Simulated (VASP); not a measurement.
# CaS (Fm-3m) in VASP: notebook

Aim: see how the results for CaS move with the level of theory and the settings. Levels: PBEsol, RPBE. Tasks: relaxation of cell and atoms, single point.

All numbers are computed with VASP 6.6.1; they aren't measurements. Logs are shortened: lines on timing, memory, paths and dates and some standing lists are left out, and cuts for length are marked.

## (1) The structure

Symmetry: Fm-3m, No. 225, cubic system. Conventional cell: a = 5.705 Å, b = 5.705 Å, c = 5.705 Å, α = 90.00°, β = 90.00°, γ = 90.00°. Around Ca (site symmetry m-3m) lie 6 S at 2.85 Å. S (site symmetry m-3m) is surrounded by 6 Ca at 2.85 Å.

The cell comes from a database or a generator and needn't be the stable form of this composition.

## (2) Relaxation of cell and atoms, PBEsol

INCAR

```
SYSTEM = CaS
PREC     = Accurate       ! precision mode
ENCUT    = 300            ! plane-wave cutoff, eV
EDIFF    = 1E-7           ! SCF threshold, eV
ISMEAR   = 0              ! smearing method
SIGMA    = 0.02           ! smearing width, eV
LREAL    = .FALSE.        ! projectors in reciprocal space
LASPH    = .TRUE.         ! aspherical terms in the spheres
NELM     = 100            ! most SCF steps
ALGO     = Normal         ! electronic algorithm
ISIF     = 3              ! what is computed and relaxed
LWAVE    = .FALSE.        ! write WAVECAR
LCHARG   = .FALSE.        ! write CHGCAR
GGA      = PS             ! functional
IBRION   = 2              ! ionic algorithm
NSW      = 90             ! ionic steps
EDIFFG   = -0.005         ! ionic threshold
```

KPOINTS

```
Automatic mesh
0
G
  8 8 8
  0 0 0
```

POSCAR

```
CaS
1.0
    0.0000000000      2.8523742900      2.8523742900
    2.8523742900      0.0000000000      2.8523742900
    2.8523742900      2.8523742900      0.0000000000
Ca S
1 1
Direct
    0.0000000000      0.0000000000      0.0000000000
    0.5000000000      0.5000000000      0.5000000000
```

Potentials or basis: VASP PAW PBE potentials, release 64 (Ca_sv, S).

Run with:

```sh
> cat potpaw_PBE.64/Ca_sv/POTCAR potpaw_PBE.64/S/POTCAR > POTCAR
> mpirun -np 1 vasp_std > vasp.out
```

OUTCAR:

```text
SYSTEM = CaS
   PREC = Accurate
   ENCUT = 300
   EDIFF = 1E-7
   ISMEAR = 0
   LREAL = .FALSE.
   LASPH = .TRUE.
   NELM = 100
   ISIF = 3
   GGA = PS
   IBRION = 2
   NSW = 90
   EDIFFG = -0.005

 ion  position               nearest neighbor table
   1  0.000  0.000  0.000-   2 2.85   2 2.85   2 2.85   2 2.85   2 2.85   2 2.85
   2  0.500  0.500  0.500-   1 2.85   1 2.85   1 2.85   1 2.85   1 2.85   1 2.85

  LATTYP: Found a face centered cubic cell.
 ALAT       =     5.7047485800

  Lattice vectors:

 A1 = (   0.0000000000,   2.8523742900,   2.8523742900)
 A2 = (   2.8523742900,   0.0000000000,   2.8523742900)
 A3 = (   2.8523742900,   2.8523742900,   0.0000000000)

Analysis of symmetry for initial positions (statically):
=====================================================================
 Subroutine PRICEL returns:
 Original cell was already a primitive cell.

 Routine SETGRP: Setting up the symmetry group for a
 face centered cubic supercell.

 Subroutine GETGRP returns: Found 48 space group operations
 (whereof 48 operations were pure point group operations)
 out of a pool of 48 trial point group operations.

The static configuration has the point symmetry O_h .

Analysis of symmetry for dynamics (positions and initial velocities):
=====================================================================
 Subroutine PRICEL returns:
 Original cell was already a primitive cell.

 Routine SETGRP: Setting up the symmetry group for a
 face centered cubic supercell.

 Subroutine GETGRP returns: Found 48 space group operations
 (whereof 48 operations were pure point group operations)
 out of a pool of 48 trial point group operations.

The dynamic configuration has the point symmetry O_h .

 Subroutine INISYM returns: Found 48 space group operations
 (whereof 48 operations are pure point group operations),
 and found     1 'primitive' translations

----------------------------------------------------------------------------------------

                                     Primitive cell

  volume of cell :      46.4141

  direct lattice vectors                    reciprocal lattice vectors
     0.000000000  2.852374290  2.852374290    -0.175292563  0.175292563  0.175292563
     2.852374290  0.000000000  2.852374290     0.175292563 -0.175292563  0.175292563
     2.852374290  2.852374290  0.000000000     0.175292563  0.175292563 -0.175292563

  length of vectors
     4.033866406  4.033866406  4.033866406     0.303615625  0.303615625  0.303615625

  position of ions in fractional coordinates (direct lattice)
     0.000000000  0.000000000  0.000000000
     0.500000000  0.500000000  0.500000000

  ion indices of the primitive-cell ions
   primitive index   ion index
                 1           1
                 2           2

----------------------------------------------------------------------------------------

 KPOINTS: Automatic mesh

Automatic generation of k-mesh.
 Grid dimensions read from file:
 generate k-points for:    8    8    8

 Generating k-lattice:

  Cartesian coordinates                     Fractional coordinates (reciprocal lattice)
    -0.021911570  0.021911570  0.021911570     0.125000000  0.000000000  0.000000000
     0.021911570 -0.021911570  0.021911570     0.000000000  0.125000000  0.000000000
     0.021911570  0.021911570 -0.021911570     0.000000000  0.000000000  0.125000000

  Length of vectors
     0.037951953  0.037951953  0.037951953

  Shift w.r.t. Gamma in fractional coordinates (k-lattice)
     0.000000000  0.000000000  0.000000000

 Subroutine IBZKPT returns following result:
 ===========================================

 Found     29 irreducible k-points:

 Following reciprocal coordinates:
            Coordinates               Weight
  0.000000  0.000000  0.000000      1.000000
  0.125000  0.000000  0.000000      8.000000
  0.250000  0.000000  0.000000      8.000000
  0.375000  0.000000  0.000000      8.000000
  0.500000  0.000000  0.000000      4.000000
  0.125000  0.125000  0.000000      6.000000
[... 16 lines left out ...]
  0.500000  0.250000  0.125000     48.000000
 -0.375000  0.250000  0.125000     24.000000
 [... further k-points ...]
   k-points           NKPTS =     29   k-points in BZ     NKDIM =     29   number of bands    NBANDS=     12
   number of dos      NEDOS =    301   number of ions     NIONS =      2
   total plane-waves  NPLWV =  13824
   dimension x,y,z NGX =    24 NGY =   24 NGZ =   24
   dimension x,y,z NGXF=    48 NGYF=   48 NGZF=   48
   ions per type =               1   1
   NGX,Y,Z   is equivalent  to a cutoff of   9.89,  9.89,  9.89 a.u.
   NGXF,Y,Z  is equivalent  to a cutoff of  19.78, 19.78, 19.78 a.u.
 SYSTEM =  CaS
   PREC   = accura    normal or accurate (medium, high low for compatibility)
   ISTART =      0    job   : 0-new  1-cont  2-samecut
   ICHARG =      2    charge: 1-file 2-atom 10-const
   ISPIN  =      1    spin polarized calculation?
   LNONCOLLINEAR =      F non collinear calculations
   LSORBIT =      F    spin-orbit coupling
   LASPH  =      T    aspherical Exc in radial PAW
   ENCUT  =  300.0 eV  22.05 Ry    4.70 a.u.   5.70  5.70  5.70*2*pi/ulx,y,z
   NELM   =    100;   NELMIN=  2; NELMDL= -5     # of ELM steps
   EDIFF  = 0.1E-06   stopping-criterion for ELM
   LREAL  =      F    real-space projection
   EDIFFG = -.5E-02   stopping-criterion for IOM
   NSW    =     90    number of steps for IOM
   IBRION =      2    ionic relax: 0-MD 1-quasi-New 2-CG
   NFREE  =      1    steps in history (QN), initial steepest desc. (CG)
   ISIF   =      3    stress and relaxation
   ISYM   =      2    0-nonsym 1-usesym 2-fastsym
   POTIM  = 0.5000    time-step for ionic-motion
   TEBEG  =    0.0;   TEEND  =   0.0 temperature during run
   PSTRESS=    0.0 pullay stress
   NELECT =      16.0000    total number of electrons
   NUPDOWN=      -1.0000    fix difference up-down
   EMIN   =  10.00;   EMAX   =-10.00  energy-range for DOS
   EFERMI =   0.00;   METHOD = LEGACY
   ISMEAR =     0;   SIGMA  =   0.02  broadening in eV -4-tet -1-fermi 0-gaus
   EFERMI_NEDOS =   21; number of points for ismear=-14 and -15
   IALGO  =     38    algorithm
   IMIX   =      4    mixing-type and parameters
     AMIX     =   0.40;   BMIX     =  1.00
     AMIX_MAG =   1.60;   BMIX_MAG =  1.00
  volume/ion in A,a.u.               =      23.21       156.61
  Fermi-wavevector in a.u.,A,eV,Ry     =   1.147885  2.169188 17.927575  1.317640
  Thomas-Fermi vector in A             =   2.284563
   LORBIT       =      0    0 simple, 1 ext, 2 COOP (PROOUT), +10 PAW based schemes
   GGA     = PS    functional components
   LHFCALC =     F    Hartree Fock is set to
   AEXX    =    0.0000 exact exchange contribution
   IVDW    =     0    specifies the selected vdW correction
   LEPSILON=     F    determine dielectric tensor
   LRPA    =     F    only Hartree local field effects (RPA)
 conjugate gradient relaxation of ions
 non-spin polarized calculation
 Gauss-broadening in eV      SIGMA  =   0.02
  energy-cutoff  :      300.00
  volume of cell :       46.41
 maximum number of plane-waves:       568
   NGX = 11   NGY = 11   NGZ = 11

--------------------------------------- Ionic step        1  -------------------------------------------

 number of electron      15.9999999 magnetization

 Free energy of the ion-electron system (eV)
  ---------------------------------------------------
  ext. energy  EPLUGINS =         0.00000000
  ---------------------------------------------------
  free energy    TOTEN  =       -10.91195798 eV

  energy without entropy =      -10.91195798  energy(sigma->0) =      -10.91195798

------------------------ aborting loop because EDIFF is reached ----------------------------------------

  FORCE on cell =-STRESS in cart. coord.  units (eV):
  Direction    XX          YY          ZZ          XY          YZ          ZX
  --------------------------------------------------------------------------------------
  -------------------------------------------------------------------------------------
  Total       -0.6417865     -0.6417865     -0.6417865     -0.0000000     -0.0000000      0.0000000
  in kB      -22.1539722    -22.1539722    -22.1539722     -0.0000000     -0.0000000      0.0000000
  external PRESSURE =     -22.1539722 kB  Pullay stress =       0.0000000 kB
[... 57 lines left out ...]
  energy  without entropy=      -10.9234732236  energy(sigma->0) =      -10.92347322

--------------------------------------- Ionic step        3  -------------------------------------------

 number of electron      15.9999998 magnetization

 Free energy of the ion-electron system (eV)
  ---------------------------------------------------
  ext. energy  EPLUGINS =         0.00000000
  ---------------------------------------------------
  free energy    TOTEN  =       -10.92421208 eV

  energy without entropy =      -10.92421208  energy(sigma->0) =      -10.92421208

 E-fermi :   3.0594     XC(G=0):  -9.6478

 val. band max:        2.8870187623   @ k =   0.0000   0.0000   0.0000
 cond. band min:       5.0409643291   @ k =   0.5000   0.5000   0.0000
 fundamental gap:      2.1539455668
 Fermi energy:         3.0593513707

 k-point     1 :       0.0000    0.0000    0.0000
  band No.  band energies     occupation
      1     -35.9982      2.00000
      2     -17.0657      2.00000
      3     -17.0657      2.00000
      4     -17.0657      2.00000
      5      -8.5539      2.00000
      6       2.8870      2.00000
      7       2.8870      2.00000
      8       2.8870      2.00000
      9       6.9643      0.00000
     10       6.9643      0.00000
     11       6.9643      0.00000
     12       7.0636      0.00000
[... 331 lines left out ...]
 k-point    24 :      -0.3750    0.2500    0.1250
  band No.  band energies     occupation
      1     -35.9819      2.00000
      2     -17.2299      2.00000
      3     -17.1248      2.00000
      4     -17.0969      2.00000
      5      -7.6963      2.00000
      6       0.1022      2.00000
      7       1.2922      2.00000
      8       1.6382      2.00000
      9       7.8223      0.00000
     10       8.1727      0.00000
     11       9.4108      0.00000
     12       9.7468      0.00000

 [... further k-points ...]

------------------------ aborting loop because EDIFF is reached ----------------------------------------

  FORCE on cell =-STRESS in cart. coord.  units (eV):
  Direction    XX          YY          ZZ          XY          YZ          ZX
  --------------------------------------------------------------------------------------
  -------------------------------------------------------------------------------------
  Total        0.0011182      0.0011182      0.0011182     -0.0000000      0.0000000     -0.0000000
  in kB        0.0400833      0.0400833      0.0400833     -0.0000000      0.0000000     -0.0000000
  external PRESSURE =       0.0400833 kB  Pullay stress =       0.0000000 kB
[... 17 lines left out ...]
  FREE ENERGIE OF THE ION-ELECTRON SYSTEM (eV)
  ---------------------------------------------------
  free  energy   TOTEN  =       -10.9242120765 eV

  energy  without entropy=      -10.9242120765  energy(sigma->0) =      -10.92421208

 reached required accuracy - stopping structural energy minimisation
```

Wall time 14 s (1 thread of Intel Xeon Platinum 8488C (Sapphire Rapids), shared host); peak memory 0.14 GiB.

The run converged, but some of its settings lie outside the range that counts as converged, so its numbers aren't taken as properties of the crystal.

Results:

```
Free energy                            : -10.9242 eV
Relaxed volume                         : 22.35 Å³/atom
Relaxed cell                           : a = 3.983 Å, b = 3.983 Å, c = 3.983 Å, α = 60.00°, β = 60.00°, γ = 60.00°
Space group after relaxing (to 0.05 Å) : Fm-3m (No. 225)
Energy gained by relaxing              : 6.1 meV/atom
Ionic steps                            : 3
Band gap on the k mesh                 : 2.15 eV, indirect (least direct gap 3.00 eV)
```

Caveat: the cutoff is under 1.25 times the usual one of these potentials, so pressure, stress and relaxed cells hold a basis-set (Pulay) error; the PAW data sets were made with another functional, which shifts forces and pressure a little.

(Continued in part 2 of 3.)
